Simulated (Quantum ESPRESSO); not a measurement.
# HfO2 (P2_1/c) in Quantum ESPRESSO: convergence with density cutoff

Aim: find how far density cutoff must go before the results for HfO2 settle, at PBE. This setting moves, with any that are tied to it; all else stays.

Everything below comes from runs of Quantum ESPRESSO 7.5. Logs are shortened: lines on timing, memory, paths and dates and some standing lists are left out, and cuts for length are marked.

### 1 The structure

Symmetry: P2_1/c, No. 14, monoclinic system. The conventional cell has a = 5.118 Å, b = 5.186 Å, c = 5.284 Å, α = 90.00°, β = 99.35°, γ = 90.00°. Around Hf (site symmetry 1) lie 7 O at 2.03 to 2.25 Å. O (site symmetry 1) has 3 Hf at 2.03 to 2.12 Å as nearest neighbours. O (site symmetry 1) is surrounded by 4 Hf at 2.14 to 2.25 Å.

### 2 With density cutoff 180 Ry

The input, pw.in:

```
&CONTROL
  calculation = 'scf'
  prefix = 'pwscf'
  outdir = './tmp'
  pseudo_dir = './pseudo'
  tprnfor = .true.
  tstress = .true.
  disk_io = 'nowf'
/
&SYSTEM
  ibrav = 0
  nat = 12
  ntyp = 2
  ecutwfc = 45
  ecutrho = 180
  nbnd = 62
  occupations = 'smearing'
  smearing = 'mp'
  degauss = 0.00367493
/
&ELECTRONS
  conv_thr = 2.4d-09
  electron_maxstep = 120
  mixing_beta = 0.5
/
ATOMIC_SPECIES
Hf   178.4900 hf_pbe_v1.uspp.F.UPF
O     15.9990 o_pbe_v1.2.uspp.F.UPF
CELL_PARAMETERS angstrom
   5.1180000000    0.0000000000    0.0000000000
   0.0000000000    5.1857000000    0.0000000000
  -0.8586630598    0.0000000000    5.2138671406
ATOMIC_POSITIONS crystal
Hf     0.2755000000    0.4603000000    0.7080000000
Hf     0.7245000000    0.9603000000    0.7920000000
Hf     0.7245000000    0.5397000000    0.2920000000
Hf     0.2755000000    0.0397000000    0.2080000000
O      0.0742000000    0.1684000000    0.8467000000
O      0.9258000000    0.6684000000    0.6533000000
O      0.9258000000    0.8316000000    0.1533000000
O      0.0742000000    0.3316000000    0.3467000000
O      0.4487000000    0.7419000000    0.9801000000
O      0.5513000000    0.2419000000    0.5199000000
O      0.5513000000    0.2581000000    0.0199000000
O      0.4487000000    0.7581000000    0.4801000000
K_POINTS automatic
3 3 3 0 0 0
```

Potentials or basis: GBRV 1.5 PBE.

On the command line:

```sh
$ OMP_NUM_THREADS=1 pw.x -in pw.in > pw.out
```

Run time: 69 s. Hardware: 1 thread of Intel Xeon Platinum 8488C (Sapphire Rapids), shared host; peak memory 0.35 GiB.

What came out:

* Free energy: -12193.3481 eV
* Pressure: 3.9 GPa
* Largest force: 0.470 eV/Å
* Band gap on the k mesh: 4.31 eV, indirect (least direct gap 4.37 eV)

### 3 With density cutoff 225 Ry

Changes to pw.in since step 2:

```diff
@@ -14,3 +14,3 @@
   ecutwfc = 45
-  ecutrho = 180
+  ecutrho = 225
   nbnd = 62
```

Potentials or basis: GBRV 1.5 PBE.

On the command line:

```sh
$ OMP_NUM_THREADS=1 pw.x -in pw.in > pw.out
```

Wall time 73 s (1 thread of Intel Xeon Platinum 8488C (Sapphire Rapids), shared host); peak memory 0.45 GiB.

What came out:

* Free energy: -12193.3833 eV
* Pressure: 4.3 GPa
* Largest force: 0.469 eV/Å
* Band gap on the k mesh: 4.31 eV, indirect (least direct gap 4.37 eV)

### 4 With density cutoff 270 Ry

Changes to pw.in since step 3:

```diff
@@ -14,3 +14,3 @@
   ecutwfc = 45
-  ecutrho = 225
+  ecutrho = 270
   nbnd = 62
```

On the command line:

```sh
$ OMP_NUM_THREADS=1 pw.x -in pw.in > pw.out
```

Run time: 80 s. Hardware: 1 thread of Intel Xeon Platinum 8488C (Sapphire Rapids), shared host; peak memory 0.57 GiB.

Results:

- Free energy: -12193.3452 eV
- Pressure: 4.1 GPa
- Largest force: 0.470 eV/Å
- Band gap on the k mesh: 4.31 eV, indirect (least direct gap 4.37 eV)

### 5 With density cutoff 315 Ry

Changes to pw.in since step 4:

```diff
@@ -14,3 +14,3 @@
   ecutwfc = 45
-  ecutrho = 270
+  ecutrho = 315
   nbnd = 62
```

On the command line:

```sh
$ OMP_NUM_THREADS=1 pw.x -in pw.in > pw.out
```

It took 82 s on 1 thread of Intel Xeon Platinum 8488C (Sapphire Rapids), shared host; peak memory 0.67 GiB.

What came out:

```
Free energy            : -12193.3666 eV
Pressure               : 4.1 GPa
Largest force          : 0.469 eV/Å
Band gap on the k mesh : 4.31 eV, indirect (least direct gap 4.37 eV)
```

### 6 With density cutoff 360 Ry

Changes to pw.in since step 5:

```diff
@@ -14,3 +14,3 @@
   ecutwfc = 45
-  ecutrho = 315
+  ecutrho = 360
   nbnd = 62
```

Potentials or basis: GBRV 1.5 PBE.

On the command line:

```sh
$ OMP_NUM_THREADS=1 pw.x -in pw.in > pw.out
```

Run time: 86 s. Hardware: 1 thread of Intel Xeon Platinum 8488C (Sapphire Rapids), shared host; peak memory 0.81 GiB.

The run converged. Its results:

```
Free energy            : -12193.3519 eV
Pressure               : 4.2 GPa
Largest force          : 0.470 eV/Å
Band gap on the k mesh : 4.31 eV, indirect (least direct gap 4.37 eV)
```

### 7 With density cutoff 450 Ry

Changes to pw.in since step 6:

```diff
@@ -14,3 +14,3 @@
   ecutwfc = 45
-  ecutrho = 360
+  ecutrho = 450
   nbnd = 62
```

On the command line:

```sh
$ OMP_NUM_THREADS=1 pw.x -in pw.in > pw.out
```

It took 96 s on 1 thread of Intel Xeon Platinum 8488C (Sapphire Rapids), shared host; peak memory 1.1 GiB.

The run converged. Its results:

```
Free energy            : -12193.3533 eV
Pressure               : 4.1 GPa
Largest force          : 0.470 eV/Å
Band gap on the k mesh : 4.31 eV, indirect (least direct gap 4.37 eV)
```

### 8 With density cutoff 540 Ry

Changes to pw.in since step 7:

```diff
@@ -14,3 +14,3 @@
   ecutwfc = 45
-  ecutrho = 450
+  ecutrho = 540
   nbnd = 62
```

On the command line:

```sh
$ OMP_NUM_THREADS=1 pw.x -in pw.in > pw.out
```

It took 1.8 min on 1 thread of Intel Xeon Platinum 8488C (Sapphire Rapids), shared host; peak memory 1.4 GiB.

The run converged. Its results:

```
Free energy            : -12193.3457 eV
Pressure               : 4.1 GPa
Largest force          : 0.470 eV/Å
Band gap on the k mesh : 4.31 eV, indirect (least direct gap 4.37 eV)
```

### 9 With density cutoff 720 Ry

Changes to pw.in since step 8:

```diff
@@ -14,3 +14,3 @@
   ecutwfc = 45
-  ecutrho = 540
+  ecutrho = 720
   nbnd = 62
```

Potentials or basis: GBRV 1.5 PBE.

On the command line:

```sh
$ OMP_NUM_THREADS=1 pw.x -in pw.in > pw.out
```

pw.out:

```text
This program is part of the open-source Quantum ESPRESSO suite
     for quantum simulation of materials; please cite
[... 9 lines left out ...]
     --------------------
     sticks:   dense  smooth     PW     G-vecs:    dense   smooth      PW
     Sum        5433    1361    379               304729    38075    5659

     Using Slab Decomposition

     bravais-lattice index     =            0
     lattice parameter (alat)  =       9.6716  a.u.
     unit-cell volume          =     933.8223 (a.u.)^3
     number of atoms/cell      =           12
     number of atomic types    =            2
     number of electrons       =        96.00
     number of Kohn-Sham states=           62
     kinetic-energy cutoff     =      45.0000  Ry
     charge density cutoff     =     720.0000  Ry
     scf convergence threshold =      2.4E-09
     mixing beta               =       0.5000
     number of iterations used =            8  plain     mixing
     Exchange-correlation= SLA  PW   PBE  PBE
                           (   1   4   3   4   0   0   0)

     celldm(1)=   9.671618  celldm(2)=   0.000000  celldm(3)=   0.000000
     celldm(4)=   0.000000  celldm(5)=   0.000000  celldm(6)=   0.000000

     crystal axes: (cart. coord. in units of alat)
               a(1) = (   1.000000   0.000000   0.000000 )
               a(2) = (   0.000000   1.013228   0.000000 )
               a(3) = (  -0.167773   0.000000   1.018731 )

     reciprocal axes: (cart. coord. in units 2 pi/alat)
               b(1) = (  1.000000 -0.000000  0.164688 )
               b(2) = (  0.000000  0.986945 -0.000000 )
               b(3) = (  0.000000  0.000000  0.981613 )

     PseudoPot. # 1 for Hf read from file:
     hf_pbe_v1.uspp.F.UPF
     Pseudo is Ultrasoft + core correction, Zval = 12.0
     Generated by new atomic code, or converted to UPF format
     Using radial grid of  921 points,  8 beta functions with:
                l(1) =   0
                l(2) =   0
                l(3) =   0
                l(4) =   1
                l(5) =   1
                l(6) =   2
                l(7) =   2
                l(8) =   3
     Q(r) pseudized with  6 coefficients,  rinner =    1.200   1.200   1.200
                                                       1.200   1.200   1.200
                                                       1.200

     PseudoPot. # 2 for O  read from file:
     o_pbe_v1.2.uspp.F.UPF
     Pseudo is Ultrasoft + core correction, Zval =  6.0
     Generated by new atomic code, or converted to UPF format
     Using radial grid of  737 points,  5 beta functions with:
                l(1) =   0
                l(2) =   0
                l(3) =   1
                l(4) =   1
                l(5) =   2
     Q(r) pseudized with  8 coefficients,  rinner =    0.900   0.900   0.900
                                                       0.900   0.900

     atomic species   valence    mass     pseudopotential
     Hf               12.00   178.49000     Hf( 1.00)
     O                 6.00    15.99900     O ( 1.00)

      4 Sym. Ops., with inversion, found ( 2 have fractional translation)

   Cartesian axes

     site n.     atom                  positions (alat units)
         1        Hf     tau(   1) = (   0.1567166   0.4663888   0.7212618  )
         2        Hf     tau(   2) = (   0.5916237   0.9730027   0.8068352  )
         3        Hf     tau(   3) = (   0.6755102   0.5468391   0.2974696  )
         4        Hf     tau(   4) = (   0.2406032   0.0402251   0.2118961  )
         5        O      tau(   5) = (  -0.0678535   0.1706276   0.8625598  )
         6        O      tau(   6) = (   0.8161938   0.6772415   0.6655372  )
         7        O      tau(   7) = (   0.9000804   0.8426003   0.1561715  )
         8        O      tau(   8) = (   0.0160330   0.3359863   0.3531942  )
         9        O      tau(   9) = (   0.2842655   0.7517137   0.9984586  )
        10        O      tau(  10) = (   0.4640747   0.2450998   0.5296384  )
        11        O      tau(  11) = (   0.5479613   0.2615141   0.0202728  )
        12        O      tau(  12) = (   0.3681521   0.7681280   0.4890929  )

     number of k points=    10  Methfessel-Paxton smearing, width (Ry)=  0.0037
                       cart. coord. in units 2pi/alat
        k(    1) = (   0.0000000   0.0000000   0.0000000), wk =   0.0740741
        k(    2) = (   0.0000000   0.0000000   0.3272043), wk =   0.1481481
        k(    3) = (   0.0000000   0.3289816   0.0000000), wk =   0.1481481
        k(    4) = (   0.0000000   0.3289816   0.3272043), wk =   0.2962963
        k(    5) = (   0.3333333   0.0000000   0.0548961), wk =   0.1481481
        k(    6) = (   0.3333333   0.0000000   0.3821005), wk =   0.1481481
        k(    7) = (   0.3333333   0.0000000  -0.2723082), wk =   0.1481481
        k(    8) = (   0.3333333   0.3289816   0.0548961), wk =   0.2962963
        k(    9) = (   0.3333333   0.3289816   0.3821005), wk =   0.2962963
        k(   10) = (   0.3333333   0.3289816  -0.2723082), wk =   0.2962963

     Dense  grid:   304729 G-vectors     FFT dimensions: (  90,  90,  90)

     Smooth grid:    38075 G-vectors     FFT dimensions: (  45,  48,  48)

     Initial potential from superposition of free atoms

     starting charge      88.0000, renormalised to      96.0000

     negative rho (up, down):  4.687E-01 0.000E+00
     Starting wfcs are   84 randomized atomic wfcs

     Self-consistent Calculation

     iteration #  1     ecut=    45.00 Ry     beta= 0.50
     Davidson diagonalization with overlap
     ethr =  1.00E-02,  avg # of iterations =  2.1

     negative rho (up, down):  4.498E-01 0.000E+00
[... 76 lines left out ...]
     iteration # 10     ecut=    45.00 Ry     beta= 0.50
     Davidson diagonalization with overlap
     ethr =  7.05E-12,  avg # of iterations =  4.8

     negative rho (up, down):  4.621E-01 0.000E+00

     End of self-consistent calculation

          k = 0.0000 0.0000 0.0000 (  4761 PWs)   bands (ev):

   -49.5785 -49.5590 -49.5555 -49.5548 -18.6506 -18.6226 -18.5965 -18.4023
   -18.3391 -18.2988 -18.2786 -18.2408 -18.2089 -18.2033 -18.1513 -18.0982
    -7.2424  -5.8927  -5.7352  -5.7141  -5.2149  -5.1535  -5.0905  -4.9724
     5.3197   5.4248   5.9287   6.1461   6.2587   6.6061   7.4194   7.6782
     7.8287   8.0218   8.0740   8.2003   8.7903   8.8903   8.9550   8.9744
     9.1970   9.6403   9.7117   9.8018  10.2436  10.2622  10.6148  10.7798
    15.3706  15.9373  16.1096  16.3309  16.5063  16.7429  17.0434  17.1747
    17.4193  17.5138  18.1215  18.1541  18.3743  18.7828
[... 47 lines left out ...]
   -49.5665 -49.5650 -49.5625 -49.5539 -18.5383 -18.5069 -18.4956 -18.4570
   -18.4158 -18.3871 -18.3276 -18.2610 -18.2030 -18.1866 -18.1804 -18.1740
    -6.4353  -6.0041  -5.7200  -5.6407  -5.6117  -5.3520  -5.1686  -5.1678
     5.8286   6.0472   6.3237   6.5846   6.6390   6.6933   7.1163   7.3210
     7.5582   7.7055   7.7079   8.3366   8.3452   8.8745   8.9194   9.1124
     9.3172   9.3857   9.5309   9.6660   9.7364   9.9966  10.3441  10.5744
    15.1169  15.5394  16.1030  16.3744  16.5484  16.7956  17.0935  17.4419
    17.8193  17.8385  18.3268  18.6058  18.8207  19.4063

          k = 0.3333 0.0000-0.2723 (  4759 PWs)   bands (ev):

   -49.5722 -49.5614 -49.5574 -49.5568 -18.5819 -18.5813 -18.4969 -18.4924
   -18.3783 -18.3302 -18.3059 -18.2873 -18.2079 -18.1999 -18.1547 -18.1054
    -6.6643  -5.9418  -5.7678  -5.6764  -5.3673  -5.3043  -5.2010  -5.1653
     5.8110   5.9916   6.0960   6.3949   6.5499   6.9201   6.9992   7.0986
     7.5664   8.0811   8.0885   8.2983   8.4609   8.7548   8.9065   9.1379
     9.4537   9.4607   9.5284   9.6867   9.7696  10.1018  10.1178  10.5071
    15.3383  15.5241  16.1377  16.3017  16.6531  16.7503  16.9856  17.0569
    17.4686  18.0943  18.5748  18.6729  19.0039  19.1245
[... 14 lines left out ...]
   -49.5657 -49.5639 -49.5616 -49.5565 -18.5912 -18.5628 -18.5467 -18.4992
   -18.3477 -18.3350 -18.2690 -18.2294 -18.2137 -18.2023 -18.1736 -18.1559
    -6.3112  -6.1162  -6.0364  -5.8382  -5.2555  -5.2304  -5.2168  -5.1026
     6.0345   6.3299   6.5437   6.6340   6.6929   6.8878   6.9765   7.1633
     7.5393   7.8205   8.0820   8.2373   8.4556   8.5920   8.7689   8.9697
     9.1728   9.2052   9.4488   9.5593   9.6482  10.0221  10.0594  10.3267
    15.2673  15.6887  16.0627  16.2895  16.4996  16.7956  17.0695  17.2909
    17.4342  17.8834  18.0753  18.4961  19.0456  19.2383

          k = 0.3333 0.3290-0.2723 (  4762 PWs)   bands (ev):

   -49.5694 -49.5639 -49.5578 -49.5567 -18.6293 -18.5973 -18.5719 -18.5049
   -18.3602 -18.2880 -18.2592 -18.2391 -18.2077 -18.1845 -18.1534 -18.1203
    -6.5529  -6.1483  -5.9223  -5.7995  -5.3228  -5.2470  -5.0648  -5.0361
     5.9971   6.2209   6.3773   6.5940   6.6781   6.8241   6.9491   7.3860
     7.4541   7.7532   8.0170   8.3262   8.4728   8.6605   8.8654   9.0731
     9.2187   9.3973   9.4483   9.6193   9.7963   9.8790  10.0955  10.2270
    15.4615  15.5605  16.1048  16.2911  16.4712  16.6768  17.0179  17.2296
    17.5173  17.7679  18.0139  18.3378  18.8813  19.0885

     the Fermi energy is    11.1582 ev

!    total energy              =    -896.19438926 Ry
     estimated scf accuracy    <          2.3E-09 Ry
     smearing contrib. (-TS)   =       0.00000000 Ry
     internal energy E=F+TS    =    -896.19438926 Ry

     The total energy is F=E-TS. E is the sum of the following terms:
     one-electron contribution =    -139.27429356 Ry
     hartree contribution      =     125.15470465 Ry
     xc contribution           =    -362.30153398 Ry
     ewald contribution        =    -519.77326638 Ry

     convergence has been achieved in  10 iterations

     negative rho (up, down):  4.621E-01 0.000E+00

     Forces acting on atoms (cartesian axes, Ry/au):

     atom    1 type  1   force =     0.00733120    0.00004206    0.00176855
     atom    2 type  1   force =    -0.00733120    0.00004206   -0.00176855
     atom    3 type  1   force =    -0.00733120   -0.00004206   -0.00176855
     atom    4 type  1   force =     0.00733120   -0.00004206    0.00176855
     atom    5 type  2   force =    -0.01595473   -0.00721404   -0.00520193
     atom    6 type  2   force =     0.01595473   -0.00721404    0.00520193
     atom    7 type  2   force =     0.01595473    0.00721404    0.00520193
     atom    8 type  2   force =    -0.01595473    0.00721404   -0.00520193
     atom    9 type  2   force =    -0.00527502    0.00133965   -0.00274562
     atom   10 type  2   force =     0.00527502    0.00133965    0.00274562
     atom   11 type  2   force =     0.00527502   -0.00133965    0.00274562
     atom   12 type  2   force =    -0.00527502   -0.00133965   -0.00274562

     Total force =     0.041361     Total SCF correction =     0.000110

     Computing stress (Cartesian axis) and pressure

     negative rho (up, down):  4.621E-01 0.000E+00
          total   stress  (Ry/bohr**3)                   (kbar)     P=       40.79
   0.00028089   0.00000000   0.00002543           41.32        0.00        3.74
   0.00000000   0.00023461   0.00000000            0.00       34.51        0.00
   0.00002543   0.00000000   0.00031638            3.74        0.00       46.54

=------------------------------------------------------------------------------=
   JOB DONE.
=------------------------------------------------------------------------------=
```

Wall time 2.3 min (1 thread of Intel Xeon Platinum 8488C (Sapphire Rapids), shared host); peak memory 2 GiB.

Results:

* Free energy: -12193.3458 eV
* Pressure: 4.1 GPa
* Largest force: 0.470 eV/Å
* Band gap on the k mesh: 4.31 eV, indirect (least direct gap 4.37 eV)

### 10 The series at a glance

```csv
density cutoff,"energy less the tightest run, at zero smearing (meV/atom)",pressure (GPa),SCF cycles,CPU time (s),peak memory (GiB)
180 Ry,-0.19,3.93,10,69,0.35
225 Ry,-3.12,4.31,10,73,0.45
270 Ry,0.06,4.07,10,80,0.57
315 Ry,-1.73,4.09,10,82,0.67
360 Ry,-0.51,4.23,10,86,0.81
450 Ry,-0.62,4.11,10,96,1.1
540 Ry,0.01,4.07,10,110,1.4
720 Ry,0.00,4.08,10,140,2
```

Against the tightest run, the energy stays within 1 meV/atom from 360 Ry on; the pressure stays within 0.1 GPa from 450 Ry on. The tightest run that finished is the yardstick and may itself not be fully converged.

Caveats: this smearing can shift energies of a crystal with a gap; spin-orbit coupling is left out, which moves the levels of the heavy elements; an odd mesh through Γ misses points on the zone boundary, where band edges often lie.
